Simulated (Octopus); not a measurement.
# Si (I4/mmm) in Octopus: reference runs

How does Si come out in PBEsol? The cell is run as given and disturbed.

All numbers are computed with Octopus 16.4; they aren't measurements. Logs are shortened: lines on timing, memory, paths and dates and some standing lists are left out, and cuts for length are marked.

## (1) Starting point

The structure is tetragonal, space group I4/mmm (No. 139). Conventional cell: a = 6.651 Å, b = 6.651 Å, c = 3.845 Å, α = 90.00°, β = 90.00°, γ = 90.00°. Si (site symmetry m2m) is surrounded by 4 Si at 2.34 to 2.38 Å.

This isn't the form of Si at room conditions, which is diamond.

## (2) Single point, PBEsol

inp

```
CalculationMode = gs
UnitsOutput = eV_Angstrom
PeriodicDimensions = 3
ExperimentalFeatures = yes
PseudopotentialSet = pseudodojo_pbesol
%LatticeParameters
 1*angstrom | 1*angstrom | 1*angstrom
%
%LatticeVectors
 -3.32544429 | 3.32544429 | 1.92238566
 3.32544429 | -3.32544429 | 1.92238566
 3.32544429 | 3.32544429 | -1.92238566
%
%ReducedCoordinates
 "Si" | 0.82119894 | 0.17880106 | 0
 "Si" | 0.17880106 | 0.82119894 | 0
 "Si" | 0.82119894 | 0.82119894 | 0.64239788
 "Si" | 0.17880106 | 0.17880106 | 0.35760212
%
%Spacing
 0.20322490*angstrom | 0.20322490*angstrom | 0.20322490*angstrom
%
DerivativesOrder = 8
%KPointsGrid
 8 | 8 | 8
%
KPointsUseSymmetries = yes
XCFunctional = gga_x_pbe_sol + gga_c_pbe_sol
SmearingFunction = fermi_dirac
Smearing = 0.05*eV
ExtraStates = 8
Eigensolver = chebyshev_filter
ConvRelDens = 3e-7
MaximumIter = 120
%Output
 density | cube
 elf | cube
 potential | cube
%
```

Potentials or basis: pseudodojo_pbesol (PseudoDojo 0.4, PBEsol).

Command:

```sh
$ OMP_NUM_THREADS=1 octopus > out.log
```

out.log:

```text
Running octopus

[... 13 lines left out ...]

Input: [AllElectronType = no]
Input: [PseudopotentialSet = pseudodojo_pbesol]
Reading Coordinates from ReducedCoordinates block

****************************** Species *******************************
  Species 'Si'
    type             : pseudopotential
    file             : 'Si.upf'
    file format      : UPF2
    valence charge   : 4.0
    atomic number    :  14
    form on file     : kleinman-bylander
    lmax             : 2
    llocal           : -1
    projectors per l : 2
    total projectors : 6
    application form : kleinman-bylander
    orbitals         :  4
    bound orbitals   :  4

**********************************************************************

***************************** Symmetries *****************************
Space group No.  139
International: I4/mmm
Schoenflies: D4h^17
Info: The system has    16 symmorphic symmetries that can be used.
  Index                Rotation matrix                      Fractional translations
    1 :     1   0   0     0   1   0     0   0   1      0.000000    0.000000    0.000000
    2 :    -1   0   0     0  -1   0     0   0  -1      0.000000    0.000000    0.000000
    3 :     0   0  -1     1   1   1     0  -1   0      0.000000    0.000000    0.000000
    4 :     0   0   1    -1  -1  -1     0   1   0      0.000000    0.000000    0.000000
    5 :     0   1   0     1   0   0    -1  -1  -1      0.000000    0.000000    0.000000
    6 :     0  -1   0    -1   0   0     1   1   1      0.000000    0.000000    0.000000
[... 8 lines left out ...]
   15 :    -1   0   0     0  -1   0     1   1   1      0.000000    0.000000    0.000000
   16 :     1   0   0     0   1   0    -1  -1  -1      0.000000    0.000000    0.000000
Info: The system also has     0 nonsymmorphic symmetries (not used for electrons).
**********************************************************************

Input: [CurvMethod = curv_affine]
Input: [DerivativesStencil = stencil_stargeneral]

****************************** Lattice *******************************
  Lattice Vectors [A]
   -3.325444    3.325444    1.922386
    3.325444   -3.325444    1.922386
    3.325444    3.325444   -1.922386
  Cell volume =            85.0354 [A^3]
  Reciprocal-Lattice Vectors [A^-1]
    0.000000    0.944714    1.634216
    0.944714    0.000000    1.634216
    0.944714    0.944714    0.000000
  Cell angles [degree]
    alpha =   98.231
    beta  =   98.231
    gamma =  135.534
**********************************************************************

Checking if the generated full k-point grid is symmetric

    59 k-points generated from parameters :
 ---------------------------------------------------
    n =    8    8    8

    s1  =  0.00  0.00  0.00

   index |      weight  |             coordinates              |
       1 |     0.001953 |    0.000000    0.000000    0.000000  |
       2 |     0.015625 |    0.125000    0.000000    0.000000  |
       3 |     0.007812 |    0.000000    0.000000    0.125000  |
       4 |     0.015625 |    0.125000    0.125000    0.000000  |
       5 |     0.031250 |    0.125000    0.000000    0.125000  |
       6 |     0.015625 |    0.125000    0.125000    0.125000  |
[... 51 lines left out ...]
      58 |     0.007812 |   -0.375000    0.375000    0.500000  |
      59 |     0.001953 |    0.500000    0.500000    0.500000  |

Input: [SmearingFunction = fermi_dirac]
Input: [SymmetrizeDensity = yes]

******************************* States *******************************
Total electronic charge  =       16.000
Number of states         =       16
States block-size        =        4
**********************************************************************
[... 5 lines left out ...]
Simulation Box:
  Type = parallelepiped
  Lengths [A] = (   5.081,   5.081,   5.081)
Main mesh:
  Spacing [A] = ( 0.203, 0.203, 0.203)    volume/point [A^3] =      0.00544
  # inner mesh =      15625
  # total mesh =      56167
  Grid Cutoff [eV] =   910.476593    Grid Cutoff [Ry] =    66.918801
**********************************************************************

Input: [StatesPack = yes]
Input: [StatesOrthogonalization = cholesky_serial]

**************************** Theory Level ****************************
Input: [TheoryLevel = kohn_sham]

Exchange-correlation:
  Exchange
    Perdew, Burke & Ernzerhof SOL (GGA)
    [1] J. P. Perdew, A. Ruzsinszky, G. I. Csonka, O. A. Vydrov, G. E. Scuseria, L. A. Constantin, X. Zhou, and K. Burke.,  Phys. Rev. Lett. 100, 136406 (2008)
  Correlation
    Perdew, Burke & Ernzerhof SOL (GGA)
    [1] J. P. Perdew, A. Ruzsinszky, G. I. Csonka, O. A. Vydrov, G. E. Scuseria, L. A. Constantin, X. Zhou, and K. Burke.,  Phys. Rev. Lett. 100, 136406 (2008)

**********************************************************************
[... 5 lines left out ...]
**********************************************************************

Info: FFT grid dimensions       = 25 x 25 x 25
      Total grid size           = 15625 (      0.1 MiB )
      Inefficient FFT grid. A better grid would be: 28 28 28
Input: [FilterPotentials = filter_TS]
Info: Pseudopotential for Si
  Radii for localized parts:
    local part     =  1.2 A
    non-local part =  1.5 A
    orbitals       =  5.8 A

Input: [RelativisticCorrection = non_relativistic]
[... 11 lines left out ...]
      Block       2 contains       4 states:       5 -       8
      Block       3 contains       4 states:       9 -      12
      Block       4 contains       4 states:      13 -      16
Info: Ground-state allocation done.
Info: Could not find 'restart/gs' directory for restart.
[... 15 lines left out ...]
Input: [LCAOScaleFactor = 1.000]
Input: [LCAOMaximumOrbitalRadius = 10.58 A]
Info: Unnormalized total charge =     15.995202
Info: Renormalized total charge =     16.000000

** Warning:
**   Symmetrization discrepancy ratio (scalar) =  4.28439E-05

Info: Setting up Hamiltonian.
Info: Performing initial LCAO calculation with     16 orbitals.
Info: Getting Hamiltonian matrix elements.

Eigenvalues [eV]
 #st  Spin   Eigenvalue      Occupation
#k =       1, k = (  0.000000,  0.000000,  0.000000)
   1   --    -8.404526       2.000000
   2   --    -4.216215       2.000000
   3   --    -1.963802       2.000000
   4   --    -1.963495       2.000000
   5   --    -0.147894       2.000000
   6   --     2.188487       2.000000
[... 8 lines left out ...]
  15   --    15.144950       0.000000
  16   --    17.026692       0.000000
#k =       2, k = (  0.125000,  0.000000,  0.000000)
   1   --    -8.207546       2.000000
   2   --    -4.239285       2.000000
   3   --    -2.124063       2.000000
   4   --    -1.666424       2.000000
   5   --     0.098573       2.000000
   6   --     1.791521       2.000000
[... 8 lines left out ...]
  15   --    15.325073       0.000000
  16   --    17.544872       0.000000
[... 57 further k-points ...]
Fermi energy =     6.454353 eV
Info: Ground-state restart information will be written to 'restart/gs'.
Info: SCF using complex wavefunctions.
Info: Starting SCF iteration.

** Warning:
**   Symmetrization discrepancy ratio (scalar) =  4.98244E-02

*********************** SCF CYCLE ITER #    1 ************************
 etot  = -4.71623470E+02 abs_ev   =  2.28E+01 rel_ev   =  7.93E-01
 ediff =        1.73E+01 abs_dens =  2.78E+00 rel_dens =  1.74E-01
Matrix vector products: 1475
Converged eigenvectors: 0

#  State  KPoint  Eigenvalue [eV]  Occupation    Error
      1       1       -8.632724    2.000000   ( 1.3E-05)
      1       3       -8.548404    2.000000   ( 1.3E-05)
      1       2       -8.464680    2.000000   ( 1.2E-05)
      1       7       -8.464015    2.000000   ( 1.2E-05)
      1      10       -8.302354    2.000000   ( 1.0E-05)
      1       5       -8.299254    2.000000   ( 2.0E-05)
      1      18       -8.217562    2.000000   ( 1.9E-05)
      1       8       -8.137890    2.000000   ( 1.6E-05)

  [output of 455 eigenvalues skipped: maximum error = 1.8E-02]

      8      55        2.857267    1.999996   ( 1.5E-04)
      8       1        2.860303    1.999996   ( 3.3E-04)
      7      57        2.929148    1.999984   ( 8.8E-03)
      8      57        2.956557    1.999972   ( 3.7E-04)
      7      58        2.964873    1.999967   ( 1.5E-03)
      6      59        3.099987    1.999507   ( 1.3E-02)
[... 9 lines left out ...]
      9      55        4.228258    0.000001   ( 8.9E-03)
      9      22        4.289671    0.000000   ( 3.7E-03)

  [output of 456 eigenvalues skipped: maximum error = 8.6E+00]

     16       9       45.889466    0.000000   ( 8.2E+00)
     16      33       47.262714    0.000000   ( 9.0E+00)
     16      21       47.714090    0.000000   ( 8.4E+00)
     16      11       48.780466    0.000000   ( 8.8E+00)
     16      23       53.067755    0.000000   ( 9.2E+00)
     16      38       53.098497    0.000000   ( 9.3E+00)
     16      40       55.712606    0.000000   ( 9.6E+00)
     16      32       56.203101    0.000000   ( 9.3E+00)

Density of states:

-----------%----------------------------------------------------------
----------%%----%%----------------------------------------------------
----------%%---%%%----------------------------------------------------
----------%%---%%%----------------------------------------------------
---------%%%---%%%%---------------------------------------------------
--------%%%%--%%%%%%--------------------------------------------------
--%-%%--%%%%--%%%%%%%-------------------------------------------------
-%%%%%%%%%%%--%%%%%%%-------------------------------------------------
-%%%%%%%%%%%%-%%%%%%%%------------------------------------------------
%%%%%%%%%%%%%-%%%%%%%%%%-----------------------------%----------------
             ^

Fermi energy =     3.515380 eV

**********************************************************************

*********************** SCF CYCLE ITER #    2 ************************
 etot  = -4.66652461E+02 abs_ev   =  3.48E+00 rel_ev   =  1.38E-01
 ediff =        1.83E-01 abs_dens =  2.20E-01 rel_dens =  1.38E-02
Matrix vector products: 1475
Converged eigenvectors: 0
[... 175 lines left out ...]
*********************** SCF CYCLE ITER #   17 ************************
 etot  = -4.60140103E+02 abs_ev   =  4.30E-06 rel_ev   =  2.03E-07
 ediff =        1.91E-07 abs_dens =  2.16E-07 rel_dens =  1.35E-08
Matrix vector products: 1475
Converged eigenvectors: 477

#  State  KPoint  Eigenvalue [eV]  Occupation    Error
      1       1       -8.160781    2.000000   ( 1.3E-08)
      1       3       -8.074715    2.000000   ( 1.1E-08)
      1       7       -7.988701    2.000000   ( 1.0E-08)
      1       2       -7.987922    2.000000   ( 9.5E-09)
      1      10       -7.822678    2.000000   ( 8.8E-09)
      1       5       -7.818663    2.000000   ( 8.8E-09)
      1      18       -7.736669    2.000000   ( 8.7E-09)
      1      15       -7.649440    2.000000   ( 6.8E-09)

  [output of 457 eigenvalues skipped: maximum error = 1.6E-07]

      7      58        3.544745    1.999716   ( 1.1E-08)
      7      57        3.556608    1.999640   ( 6.2E-08)
      8      57        3.574164    1.999489   ( 1.4E-08)
      6      59        3.691557    1.994663   ( 1.6E-08)
      8      58        3.778723    1.969872   ( 1.7E-08)
      7      59        3.914420    1.625002   ( 6.0E-08)
[... 9 lines left out ...]
      9      24        4.593168    0.000011   ( 2.2E-08)
      9      17        4.614034    0.000007   ( 4.6E-08)

  [output of 454 eigenvalues skipped: maximum error = 5.9E-02]

     16      21       12.349226    0.000000   ( 4.0E-04)
     16      27       12.352927    0.000000   ( 6.7E-03)
     16      30       12.356469    0.000000   ( 1.1E-02)
     16       7       12.572261    0.000000   ( 8.2E-03)
     16      22       12.972674    0.000000   ( 8.5E-03)
     16       3       13.034724    0.000000   ( 3.3E-03)
     16      43       13.835619    0.000000   ( 1.5E-03)
     16       1       14.040021    0.000000   ( 1.9E-04)

Density of states:

-------------------------------%--------------------------------------
-------------------------------%-------------%--%-----%---------------
----------------------------%--%------------%%--%%%---%--%------------
----------------------------%%%%%----------%%%%%%%%%%%%--%------------
--------------------------%%%%%%%%-------%-%%%%%%%%%%%%%-%------------
------%-------%---------%-%%%%%%%%-------%-%%%%%%%%%%%%%%%%-----------
------%%---%%-%-%---%-%-%%%%%%%%%%%-----%%%%%%%%%%%%%%%%%%%%----------
---%%%%%-%-%%%%-%%%%%-%%%%%%%%%%%%%-----%%%%%%%%%%%%%%%%%%%%%---------
--%%%%%%%%%%%%%-%%%%%-%%%%%%%%%%%%%%%---%%%%%%%%%%%%%%%%%%%%%---%-----
-%%%%%%%%%%%%%%-%%%%%%%%%%%%%%%%%%%%%--%%%%%%%%%%%%%%%%%%%%%%%%%%-----
                                      ^

Fermi energy =     3.987737 eV

**********************************************************************

Info: SCF converged in   17 iterations

** Warning:
**   Some of the states are not fully converged!

Info: Number of matrix-vector products:      25075
Info: Writing output to static/

Info: Finished writing information to 'restart/gs'.

Octopus emitted 21 warnings.
```

Wall time 4.3 min (1 thread of Intel Xeon 6975P-C (Granite Rapids), shared host); peak memory 0.96 GiB.

Results:

| Property | Result |
| --- | --- |
| Free energy | -460.1407 eV |
| Largest force | 0.015 eV/Å |
| Band gap on the k mesh | 0.16 eV, indirect (least direct gap 0.29 eV) |

Forces on the atoms (eV/Å):
```
Si  -0.011  0.011  0.000
Si   0.011 -0.011  0.000
Si   0.011  0.011  0.000
Si  -0.011 -0.011  0.000
```

## (3) Single point, PBEsol (atoms moved at random, drawn with an rms of 0.05 Å)

Changes to inp since step 2:

```diff
@@ -14,6 +14,6 @@
 %ReducedCoordinates
- "Si" | 0.82119894 | 0.17880106 | 0
- "Si" | 0.17880106 | 0.82119894 | 0
- "Si" | 0.82119894 | 0.82119894 | 0.64239788
- "Si" | 0.17880106 | 0.17880106 | 0.35760212
+ "Si" | 0.81903 | 0.173803 | 0.002409
+ "Si" | 0.156219 | 0.814171 | -0.004246
+ "Si" | 0.831496 | 0.830584 | 0.65557
+ "Si" | 0.18395 | 0.190393 | 0.356093
 %
```

Potentials or basis: pseudodojo_pbesol (PseudoDojo 0.4, PBEsol).

Command:

```sh
$ OMP_NUM_THREADS=1 octopus > out.log
```

Wall time 21 min (1 thread of Intel Xeon 6975P-C (Granite Rapids), shared host); peak memory 4 GiB.

The run converged. Its results:

```yaml
Free_energy: -460.0198 eV
Largest_force: 1.564 eV/Å
Band_gap_on_the_k_mesh: none (metal or under the smearing width)
```

Forces in eV/Å, atoms in the order of the input:
```
Si   0.672 -0.733 -0.246
Si  -0.478  1.456  0.313
Si  -0.581 -1.370  0.199
Si   0.387  0.646 -0.266
```

Levels at points of the mesh, in eV from the Fermi level:
```tsv
k point	band 5	band 6	band 7	band 8	band 9	band 10	band 11	band 12
(0.00, 0.00, 0.00)	-4.08	-1.28	-1.18	-0.79	1.05	1.68	1.72	2.43
(0.50, 0.00, 0.00)	-4.40	-3.58	-2.47	-1.47	0.88	2.30	2.81	3.18
(0.00, 0.50, 0.00)	-4.40	-3.69	-2.47	-1.34	0.93	2.35	2.56	3.13
(0.00, 0.00, 0.50)	-2.91	-1.92	-1.77	-1.34	1.63	1.76	2.10	3.78
(0.50, 0.50, 0.00)	-2.89	-1.89	-1.75	-1.40	1.66	1.77	2.05	3.79
(0.50, 0.00, 0.50)	-4.45	-3.79	-2.42	-1.27	0.82	2.46	2.72	3.11
(0.00, 0.50, 0.50)	-4.39	-3.57	-2.47	-1.48	0.89	2.29	2.78	3.19
(0.50, 0.50, 0.50)	-2.83	-0.29	-0.05	0.15	0.49	3.16	3.75	4.17
```
